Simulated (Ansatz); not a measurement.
## Sb in Ansatz: convergence with scf exx energy threshold

Input of the first run (scf exx energy threshold 0.01); the others differ in this setting and in those tied to it:

Contents of input.yaml:

```yaml
crystal:
  lattice:
    - [0.17336476, 2.38853375, 2.49586923]
    - [2.41730554, 0.06469255, 2.60454143]
    - [2.32045339, 2.4003538, 0.1615447]
  atoms:
    - { symbol: Sb, position: [0.0, 0.0, 0.0] }
hamiltonian:
  xc: hse06
  pseudopotentials: { kind: paw }
kpoints:
  mp_grid: { grid: [5, 5, 5] }
scf:
  occupations: { method: fermi_dirac, width: 0.1 }
  exx: { energy_threshold: 0.01 }
output:
  forces: true
  stress: true
  eigenvalues: true
```

Potentials or basis: Ansatz PAW.

Launch:

```sh
$ ansatz run input.yaml --threads 2 --pin off --max-ram 5632MiB --backend cpu --events-out ev --progress --plain --runs-dir out
```

This isn't the form of Sb at room conditions, which is rhombohedral.

Hardware: 2 threads of Arm Neoverse V2, with other jobs on the host.

```
scf exx energy threshold  energy less the tightest run, at zero smearing (meV/atom)  SCF cycles  CPU time (s)  peak memory (GiB)
                    0.01                                                       0.00          12            26               0.66
                   0.001                                                       0.00          12            26               0.66
                  0.0001                                                       0.00          12            26               0.66
                   1e-05                                                       0.00          12            26               0.66
                   1e-06                                                       0.00          13            27               0.66
                   1e-07                                                       0.00          14            27               0.66
```

Against the tightest run, the energy stays within 1 meV/atom from 0.01 on. The tightest run that finished is the yardstick and may itself not be fully converged.

Caveat, for the tightest run too: the k mesh is coarse (spacing up to 0.48 Å⁻¹), so the values aren't converged, least of all with exact exchange. Spin-orbit coupling is left out, which matters for the levels of Sb.
